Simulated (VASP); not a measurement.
Here is the system:

```
CuInS2
1.0
   -2.80160     2.80160     5.64653
    2.80160    -2.80160     5.64653
    2.80160     2.80160    -5.64653
In Cu S
2 2 4
Direct
  0.50000   0.50000   0.00000
  0.25000   0.75000   0.50000
  0.75000   0.25000   0.50000
  0.00000   0.00000   0.00000
  0.87500   0.90380   0.52880
  0.09620   0.62500   0.97120
  0.37500   0.34620   0.47120
  0.65380   0.12500   0.02880
```

Calculation: PBE GGA, VASP's PBE PAW potentials (set 64) (plane waves; VASP). Settings: 300 eV cut-off, 4×4×4 Γ-centred mesh, Fermi-Dirac smearing of 0.050 eV, potentials In_d Cu S.

Problem. Give the energies of bands 27 to 40 at the high-symmetry points, in eV from the Fermi level.

Solution. 
```csv
band,Γ,X,P,N,M,S,R
27,-1.84,-1.70,-1.73,-1.69,-1.84,-1.74,-1.70
28,-1.82,-1.70,-1.73,-1.67,-1.84,-1.67,-1.70
29,-1.72,-1.52,-1.51,-1.63,-1.68,-1.65,-1.56
30,-1.44,-1.52,-1.51,-1.50,-1.68,-1.44,-1.56
31,-1.44,-1.12,-1.12,-1.38,-1.11,-1.40,-1.16
32,-1.44,-1.12,-1.12,-1.11,-1.11,-1.31,-1.16
33,-1.31,-0.68,-0.68,-1.08,-0.98,-1.14,-0.71
34,-0.06,-0.68,-0.68,-0.98,-0.98,-0.84,-0.71
35,-0.01,-0.38,-0.52,-0.82,-0.71,-0.62,-0.52
36,-0.01,-0.38,-0.52,-0.41,-0.71,-0.50,-0.52
37,0.01,1.18,1.40,1.95,1.81,1.97,1.39
38,2.13,1.18,1.40,2.36,1.81,2.19,1.39
39,2.21,3.50,3.33,3.33,2.16,2.60,3.81
40,3.94,3.50,3.33,3.88,2.16,3.44,3.81
```

It has no gap at this level: it comes out as a metal or semimetal.

The structure comes from a computed database's InCuS2 entry; how it stands against other phases isn't given here. The cell was not relaxed at this level. The k-mesh is coarse (spacing up to 0.40 per Å, 2π included), so the numbers may not be converged in it.
